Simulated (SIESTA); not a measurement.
## CuAu under changes of volume

One of the cells (14.847 Å³/atom); the others are scaled copies at fixed shape and fractional positions:

```
CELL_PARAMETERS angstrom
2.82936 0.00000 0.00000
0.00000 2.82936 0.00000
0.00000 0.00000 3.70940
ATOMIC_POSITIONS crystal
Au 0.00000 0.00000 0.00000
Cu 0.50000 0.50000 0.50000
```

```yaml
Program: SIESTA 5.4.2
Functional: PBEsol
Potentials_or_basis: PseudoDojo 0.4 standard (PBEsol files)
Basis: DZP (energy shift 0.003 Ry; two zetas on semicore shells)
Grid_cutoff: 800 Ry
Energy_shift: 0.003 Ry
k_mesh: 9 × 9 × 7
Occupations: fermi-dirac, width 0.05 eV
Spin: no spin polarisation
```

```tsv
volume (Å³/atom)	energy over the lowest point (meV/atom)	pressure (GPa)
13.683	?	?
13.974	2.91	3.6
14.265	0.00	-0.3
14.847	12.69	-6.4
15.139	26.80	-9.0
15.430	45.36	-11.3
```

Q: What does the run at 13.683 Å³/atom give?

A: Energy over the lowest point 13.37 meV/atom; pressure 8.0 GPa.

Worked out: A Birch-Murnaghan fit of order 3 (a polynomial in V^(-2/3)) to the other rows has its minimum at 14.25 Å³/atom with B0 = V·E''(V) = 174 GPa and B' = 5.1 at fixed shape and positions, which overstates the stiffness. It gives 13.04 meV/atom at 13.683 Å³/atom, against the run's 13.37, and -dE/dV = 7.7 GPa, against 8.0.

Energies are extrapolated to zero smearing.

Caveats: short orbitals over semicore shells can move pressures by several GPa; the basis of atomic orbitals isn't converged, which shifts pressures, moduli and gaps.
